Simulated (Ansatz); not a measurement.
Runs of Ansatz 0.2.0 on Sn. Symmetry: I4_1/amd, No. 141, tetragonal system. Conventional cell: a = 5.880 Å, b = 5.880 Å, c = 3.199 Å, α = 90.00°, β = 90.00°, γ = 90.00°. Sn (site symmetry -4m2) is surrounded by 6 Sn at 3.05 to 3.20 Å. 

```csv
task,level,cell,k mesh,points for each segment of the path,target pressure (GPa),mesh quality,gap on the mesh (eV),pressure (GPa)
band structure,RPBE,as given,5 × 5 × 5,14,-,coarse,none,3.3
band structure,BLYP,as given,5 × 5 × 5,14,-,coarse,none,6.2
relaxation of cell and atoms,PBEsol,relaxed to 5 GPa,9 × 9 × 9,-,5,not flagged,none,5.0
relaxation of cell and atoms,PBEsol,relaxed,9 × 9 × 9,-,0,not flagged,none,0.0
relaxation of cell and atoms,PBEsol,relaxed to 10 GPa,9 × 9 × 9,-,10,not flagged,none,10.0
band structure,PBEsol,as given,5 × 5 × 5,14,-,coarse,none,-1.0
band structure,LDA,as given,5 × 5 × 5,14,-,coarse,none,(a)
relaxation of cell and atoms,PBEsol,relaxed to 20 GPa,9 × 9 × 9,-,20,not flagged,none,20.0
```

Alike in all rows: potentials or basis Ansatz PAW; no spin polarisation; cutoff (eV) 420; smearing fermi-dirac 0.05 eV.

Question: Fill in the values left out.

Answer: (a) -2.4.

Caveats: some runs use coarse meshes; the PAW data sets come from PBE, with cores solved anew for the run's functional, which leaves a small shift of forces and pressure; spin-orbit coupling is left out, which moves the levels of the heavy elements (some runs); the plane-wave basis is chosen anew once the cell has moved, so the energies of steps on either side of that aren't comparable (some runs).

A k mesh can miss the band edges, and the runs leave out spin-orbit coupling on Sn.

A gap of «none» marks a metal or a gap under the smearing width.

Runs at the PBE level aren't shown here.
